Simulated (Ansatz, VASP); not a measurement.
## One calculation of TePb, two programs

```xyz
2
Lattice="4.5240 0.0000 0.0000 -2.2620 3.9179 0.0000 0.0000 0.0000 4.2268" Properties=species:S:1:pos:R:3 pbc="T T T"
Pb    0.0000    0.0000    0.0000
Te    2.2620    1.3060    2.1134
```

Alike in both runs: task relaxation of shape and atoms at fixed volume; functional PBE; k mesh 10 × 10 × 8; occupations gaussian, width 0.05 eV; no spin polarisation.

```csv
,VASP,Ansatz
version,VASP 6.6.1,Ansatz 0.2.0
potentials or method,"VASP PAW PBE potentials, release 64 (Pb_d, Te)","scalar-relativistic, plane waves, PAW"
plane-wave cutoff (eV),600,420
valence electrons in the cell,20,30
```

Ansatz gave:

```
gap on the k mesh at the Fermi level, each at its own relaxed structure (eV) : none
relaxed volume (Å³/atom)                                                     : 37.46
relaxed cell length with the largest relative difference (Å)                 : 4.211
```

Problem. Estimate VASP's values.

Solution. gap on the k mesh at the Fermi level, each at its own relaxed structure (eV): none; relaxed volume (Å³/atom): 37.46; relaxed cell length with the largest relative difference (Å): 4.209.

A gap of «none» marks a metal or a gap that the smearing closes. The two sets of potentials don't hold the same shells in valence.

Spin-orbit coupling is left out, which matters for the levels of Pb, Te.
